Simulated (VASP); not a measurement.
# MgO (Fm-3m) in VASP: further runs

Runs on MgO. Level: PBE. Tasks: relaxation of cell and atoms.

All numbers are computed with VASP 6.6.1; they aren't measurements. Logs are shortened: lines on timing, memory, paths and dates and some standing lists are left out, and cuts for length are marked.

**1. The structure**

The structure is cubic, space group Fm-3m (No. 225). Conventional cell: a = 4.194 Å, b = 4.194 Å, c = 4.194 Å, α = 90.00°, β = 90.00°, γ = 90.00°. Mg (site symmetry m-3m) is surrounded by 6 O at 2.10 Å. O (site symmetry m-3m) has 6 Mg at 2.10 Å as nearest neighbours.

The cell is a database's computed one.

**2. Relaxation of cell and atoms, PBE**

INCAR reads:

```
  ALGO = Normal
  EDIFF = 1E-6
  EDIFFG = -0.005
  ENCUT = 600
  GGA = PE
  IBRION = 2
  ISIF = 3
  ISMEAR = 0
  KPAR = 2
  LASPH = T
  LCHARG = F
  LREAL = F
  LWAVE = F
  NELM = 120
  NSW = 80
  PREC = Accurate
  SIGMA = 0.02
```

KPOINTS reads:

```
k-points
0
Gamma
  12 12 12
```

POSCAR reads:

```
MgO
1.0
    0.0000000000      2.0970014000      2.0970014000
    2.0970014000      0.0000000000      2.0970014000
    2.0970014000      2.0970014000      0.0000000000
Mg O
1 1
Direct
    0.0000000000      0.0000000000      0.0000000000
    0.5000000000      0.5000000000      0.5000000000
```

Potentials or basis: VASP PAW PBE potentials, release 64 (Mg, O).

Started as:

```sh
$ cat potpaw_PBE.64/Mg/POTCAR potpaw_PBE.64/O/POTCAR > POTCAR
$ mpirun -np 2 vasp_std > vasp.out
```

OUTCAR:

```text
EDIFF = 1E-6
   EDIFFG = -0.005
   ENCUT = 600
   GGA = PE
   IBRION = 2
   ISIF = 3
   ISMEAR = 0
   LASPH = T
   LREAL = F
   NELM = 120
   NSW = 80
   PREC = Accurate

 ion  position               nearest neighbor table
   1  0.000  0.000  0.000-   2 2.10   2 2.10   2 2.10   2 2.10   2 2.10   2 2.10
   2  0.500  0.500  0.500-   1 2.10   1 2.10   1 2.10   1 2.10   1 2.10   1 2.10

  LATTYP: Found a face centered cubic cell.
 ALAT       =     4.1940028000

  Lattice vectors:

 A1 = (   0.0000000000,   2.0970014000,   2.0970014000)
 A2 = (   2.0970014000,   0.0000000000,   2.0970014000)
 A3 = (   2.0970014000,   2.0970014000,   0.0000000000)

Analysis of symmetry for initial positions (statically):
=====================================================================
 Subroutine PRICEL returns:
 Original cell was already a primitive cell.

 Routine SETGRP: Setting up the symmetry group for a
 face centered cubic supercell.

 Subroutine GETGRP returns: Found 48 space group operations
 (whereof 48 operations were pure point group operations)
 out of a pool of 48 trial point group operations.

The static configuration has the point symmetry O_h .

Analysis of symmetry for dynamics (positions and initial velocities):
=====================================================================
 Subroutine PRICEL returns:
 Original cell was already a primitive cell.

 Routine SETGRP: Setting up the symmetry group for a
 face centered cubic supercell.

 Subroutine GETGRP returns: Found 48 space group operations
 (whereof 48 operations were pure point group operations)
 out of a pool of 48 trial point group operations.

The dynamic configuration has the point symmetry O_h .

 Subroutine INISYM returns: Found 48 space group operations
 (whereof 48 operations are pure point group operations),
 and found     1 'primitive' translations

----------------------------------------------------------------------------------------

                                     Primitive cell

  volume of cell :      18.4428

  direct lattice vectors                    reciprocal lattice vectors
     0.000000000  2.097001400  2.097001400    -0.238435702  0.238435702  0.238435702
     2.097001400  0.000000000  2.097001400     0.238435702 -0.238435702  0.238435702
     2.097001400  2.097001400  0.000000000     0.238435702  0.238435702 -0.238435702

  length of vectors
     2.965607820  2.965607820  2.965607820     0.412982749  0.412982749  0.412982749

  position of ions in fractional coordinates (direct lattice)
     0.000000000  0.000000000  0.000000000
     0.500000000  0.500000000  0.500000000

  ion indices of the primitive-cell ions
   primitive index   ion index
                 1           1
                 2           2

----------------------------------------------------------------------------------------

 KPOINTS: k-points

Automatic generation of k-mesh.
 Grid dimensions read from file:
 generate k-points for:   12   12   12

 Generating k-lattice:

  Cartesian coordinates                     Fractional coordinates (reciprocal lattice)
    -0.019869642  0.019869642  0.019869642     0.083333333  0.000000000  0.000000000
     0.019869642 -0.019869642  0.019869642     0.000000000  0.083333333  0.000000000
     0.019869642  0.019869642 -0.019869642     0.000000000  0.000000000  0.083333333

  Length of vectors
     0.034415229  0.034415229  0.034415229

  Shift w.r.t. Gamma in fractional coordinates (k-lattice)
     0.000000000  0.000000000  0.000000000

 Subroutine IBZKPT returns following result:
 ===========================================

 Found     72 irreducible k-points:

 Following reciprocal coordinates:
            Coordinates               Weight
  0.000000  0.000000  0.000000      1.000000
  0.083333  0.000000  0.000000      8.000000
  0.166667  0.000000  0.000000      8.000000
  0.250000  0.000000  0.000000      8.000000
  0.333333  0.000000  0.000000      8.000000
  0.416667  0.000000  0.000000      8.000000
[... 16 lines left out ...]
  0.500000  0.166667  0.000000     24.000000
 -0.416667  0.166667  0.000000     24.000000
 [... further k-points ...]
   k-points           NKPTS =     72   k-points in BZ     NKDIM =     72   number of bands    NBANDS=      8
   number of dos      NEDOS =    301   number of ions     NIONS =      2
   total plane-waves  NPLWV =  13824
   dimension x,y,z NGX =    24 NGY =   24 NGZ =   24
   dimension x,y,z NGXF=    48 NGYF=   48 NGZF=   48
   ions per type =               1   1
   NGX,Y,Z   is equivalent  to a cutoff of  13.45, 13.45, 13.45 a.u.
   NGXF,Y,Z  is equivalent  to a cutoff of  26.91, 26.91, 26.91 a.u.
 SYSTEM =  unknown system
   PREC   = accura    normal or accurate (medium, high low for compatibility)
   ISTART =      0    job   : 0-new  1-cont  2-samecut
   ICHARG =      2    charge: 1-file 2-atom 10-const
   ISPIN  =      1    spin polarized calculation?
   LNONCOLLINEAR =      F non collinear calculations
   LSORBIT =      F    spin-orbit coupling
   LASPH  =      T    aspherical Exc in radial PAW
   ENCUT  =  600.0 eV  44.10 Ry    6.64 a.u.   5.92  5.92  5.92*2*pi/ulx,y,z
   NELM   =    120;   NELMIN=  2; NELMDL= -5     # of ELM steps
   EDIFF  = 0.1E-05   stopping-criterion for ELM
   LREAL  =      F    real-space projection
   EDIFFG = -.5E-02   stopping-criterion for IOM
   NSW    =     80    number of steps for IOM
   IBRION =      2    ionic relax: 0-MD 1-quasi-New 2-CG
   NFREE  =      1    steps in history (QN), initial steepest desc. (CG)
   ISIF   =      3    stress and relaxation
   ISYM   =      2    0-nonsym 1-usesym 2-fastsym
   POTIM  = 0.5000    time-step for ionic-motion
   TEBEG  =    0.0;   TEEND  =   0.0 temperature during run
   PSTRESS=    0.0 pullay stress
   NELECT =       8.0000    total number of electrons
   NUPDOWN=      -1.0000    fix difference up-down
   EMIN   =  10.00;   EMAX   =-10.00  energy-range for DOS
   EFERMI =   0.00;   METHOD = LEGACY
   ISMEAR =     0;   SIGMA  =   0.02  broadening in eV -4-tet -1-fermi 0-gaus
   EFERMI_NEDOS =   21; number of points for ismear=-14 and -15
   IALGO  =     38    algorithm
   IMIX   =      4    mixing-type and parameters
     AMIX     =   0.40;   BMIX     =  1.00
     AMIX_MAG =   1.60;   BMIX_MAG =  1.00
  volume/ion in A,a.u.               =       9.22        62.23
  Fermi-wavevector in a.u.,A,eV,Ry     =   1.239261  2.341864 20.895389  1.535768
  Thomas-Fermi vector in A             =   2.373752
   LORBIT       =      0    0 simple, 1 ext, 2 COOP (PROOUT), +10 PAW based schemes
   GGA     = PE    functional components
   LHFCALC =     F    Hartree Fock is set to
   AEXX    =    0.0000 exact exchange contribution
   IVDW    =     0    specifies the selected vdW correction
   LEPSILON=     F    determine dielectric tensor
   LRPA    =     F    only Hartree local field effects (RPA)
 conjugate gradient relaxation of ions
 non-spin polarized calculation
 Gauss-broadening in eV      SIGMA  =   0.02
  energy-cutoff  :      600.00
  volume of cell :       18.44
 maximum number of plane-waves:       636
   NGX = 11   NGY = 11   NGZ = 11

--------------------------------------- Ionic step        1  -------------------------------------------

 number of electron       8.0000004 magnetization

 Free energy of the ion-electron system (eV)
  ---------------------------------------------------
  ext. energy  EPLUGINS =         0.00000000
  ---------------------------------------------------
  free energy    TOTEN  =       -11.90112919 eV

  energy without entropy =      -11.90112919  energy(sigma->0) =      -11.90112919

------------------------ aborting loop because EDIFF is reached ----------------------------------------

  FORCE on cell =-STRESS in cart. coord.  units (eV):
  Direction    XX          YY          ZZ          XY          YZ          ZX
  --------------------------------------------------------------------------------------
  -------------------------------------------------------------------------------------
  Total        0.6791889      0.6791889      0.6791889      0.0000000     -0.0000000     -0.0000000
  in kB       59.0031209     59.0031209     59.0031209      0.0000000     -0.0000000     -0.0000000
  external PRESSURE =      59.0031209 kB  Pullay stress =       0.0000000 kB
[... 57 lines left out ...]
  energy  without entropy=      -11.9119759573  energy(sigma->0) =      -11.91197596

--------------------------------------- Ionic step        3  -------------------------------------------

 number of electron       8.0000004 magnetization

 Free energy of the ion-electron system (eV)
  ---------------------------------------------------
  ext. energy  EPLUGINS =         0.00000000
  ---------------------------------------------------
  free energy    TOTEN  =       -11.91335969 eV

  energy without entropy =      -11.91335969  energy(sigma->0) =      -11.91335969

 E-fermi :   3.1247     XC(G=0): -10.9678

 val. band max:        3.0112091802   @ k =   0.0000   0.0000   0.0000
 cond. band min:       7.5138235699   @ k =   0.0000   0.0000   0.0000
 fundamental gap:      4.5026143897
 Fermi energy:         3.1246734439

 k-point     1 :       0.0000    0.0000    0.0000
  band No.  band energies     occupation
      1     -14.1330      2.00000
      2       3.0112      2.00000
      3       3.0112      2.00000
      4       3.0112      2.00000
      5       7.5138      0.00000
      6      18.6800      0.00000
      7      18.6800      0.00000
      8      18.6800      0.00000
[... 243 lines left out ...]
 k-point    24 :      -0.4167    0.1667    0.0000
  band No.  band energies     occupation
      1     -12.8249      2.00000
      2      -1.1074      2.00000
      3       1.4779      2.00000
      4       2.2574      2.00000
      5      11.9009      0.00000
      6      15.1269      0.00000
      7      16.9584      0.00000
      8      19.6886      0.00000

 [... further k-points ...]
[... 5 lines left out ...]
  --------------------------------------------------------------------------------------
  -------------------------------------------------------------------------------------
  Total       -0.0002619     -0.0002619     -0.0002619      0.0000000      0.0000000     -0.0000000
  in kB       -0.0219372     -0.0219372     -0.0219372      0.0000000      0.0000000     -0.0000000
  external PRESSURE =      -0.0219372 kB  Pullay stress =       0.0000000 kB
[... 17 lines left out ...]
  FREE ENERGIE OF THE ION-ELECTRON SYSTEM (eV)
  ---------------------------------------------------
  free  energy   TOTEN  =       -11.9133596916 eV

  energy  without entropy=      -11.9133596916  energy(sigma->0) =      -11.91335969

 reached required accuracy - stopping structural energy minimisation
```

Wall time 7.8 s (2 MPI ranks of Intel Xeon Platinum 8488C (Sapphire Rapids), shared host); peak memory 0.14 GiB.

What came out:

```yaml
Free_energy: -11.9134 eV
Relaxed_volume: 9.56 Å³/atom
Relaxed_cell: a = 3.002 Å, b = 3.002 Å, c = 3.002 Å, α = 60.00°, β = 60.00°, γ = 60.00°
Space_group_after_relaxing_to_0.05_Å: Fm-3m (No. 225)
Energy_gained_by_relaxing: 6.1 meV/atom
Ionic_steps: 3
Pressure_after_relaxing: 0.0 GPa
Band_gap_on_the_k_mesh: 4.50 eV, direct
```

Step by step:
```csv
step,energy change (eV),largest force (eV/Å),pressure (GPa),volume (Å³)
1,0.0000,0.0000,5.90,18.44
2,-0.0108,0.0000,-1.81,19.36
3,-0.0122,0.0000,0.00,19.13
```

Final structure:
```
Mg O
1.0
     0.00000    2.12257    2.12257
     2.12257    0.00000    2.12257
     2.12257    2.12257    0.00000
Mg O
1 1
Cartesian
  0.0000 0.0000 0.0000
  2.1226 2.1226 2.1226
```

**3. Relaxation of cell and atoms, PBE**

This run uses another cell than the first one, of 9.56 Å³/atom, 1.037 times its volume.

INCAR is that of step 2.

KPOINTS is that of step 2.

POSCAR reads:

```
MgO                                     
1.0
    0.0000000000      2.1225667856      2.1225667856
    2.1225667856     -0.0000000000      2.1225667856
    2.1225667856      2.1225667856     -0.0000000000
  Mg              O             
     1     1
Direct
     0.0000000000000000    0.0000000000000000    0.0000000000000000
     0.5000000000000000    0.5000000000000000    0.5000000000000000
```

Potentials or basis: VASP PAW PBE potentials, release 64 (Mg, O).

Started as:

```sh
$ cat potpaw_PBE.64/Mg/POTCAR potpaw_PBE.64/O/POTCAR > POTCAR
$ mpirun -np 2 vasp_std > vasp.out
```

Wall time 5.2 s (2 MPI ranks of Intel Xeon Platinum 8488C (Sapphire Rapids), shared host); peak memory 0.13 GiB.

The run converged. Its results:

- Free energy: -11.9150 eV
- Relaxed volume: 9.56 Å³/atom
- Relaxed cell: a = 3.001 Å, b = 3.001 Å, c = 3.001 Å, α = 60.00°, β = 60.00°, γ = 60.00°
- Space group after relaxing (to 0.05 Å): Fm-3m (No. 225)
- Energy gained by relaxing: 0.0 meV/atom
- Ionic steps: 2
- Pressure after relaxing: 0.1 GPa
- Band gap on the k mesh: 4.51 eV, direct

Final structure:
```
Mg O
1.0
     0.00000    2.12205    2.12205
     2.12205    0.00000    2.12205
     2.12205    2.12205    0.00000
Mg O
1 1
Direct
  0.00000 0.00000 0.00000
  0.50000 0.50000 0.50000
```

Levels at points of the mesh, in eV from the valence-band top:
| k point | band 2 | band 3 | band 4 | band 5 | band 6 | band 7 |
| --- | --- | --- | --- | --- | --- | --- |
| (0.00, 0.00, 0.00) | 0.00 | 0.00 | 0.00 | 4.51 | 15.67 | 15.67 |
| (0.50, 0.00, 0.00) | -4.52 | -0.63 | -0.63 | 7.76 | 12.35 | 16.08 |
| (0.50, 0.50, 0.00) | -3.99 | -1.32 | -1.32 | 9.09 | 9.73 | 12.86 |

A k mesh can miss the band edges.
